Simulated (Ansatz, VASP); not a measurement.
**Na: VASP beside Ansatz**

```
Na
1.0
    -2.09729    2.09729    2.09729
     2.09729   -2.09729    2.09729
     2.09729    2.09729   -2.09729
Na
1
Direct
  0.00000 0.00000 0.00000
```

Change from the starting cell: volume scaled by 0.94.

Alike in both runs: task single point; functional PBE; k mesh 9 × 9 × 9; occupations fermi-dirac, width 0.05 eV; no spin polarisation.

|  | VASP | Ansatz |
| --- | --- | --- |
| version | VASP 6.6.1 | Ansatz 0.2.0 |
| potentials or method | VASP PAW PBE potentials, release 64 (Na_pv) | Ansatz PAW |
| plane-wave cutoff (eV) | 520 | 420 |
| valence electrons in the cell | 7 | 9 |

```csv
,VASP,Ansatz,Ansatz less VASP
gap on the k mesh at the Fermi level (eV),none,none,-
pressure (GPa),0.0,0.0,0.00
```

A gap of «none» marks a metal or a gap that the smearing closes. The two sets of potentials don't hold the same shells in valence.
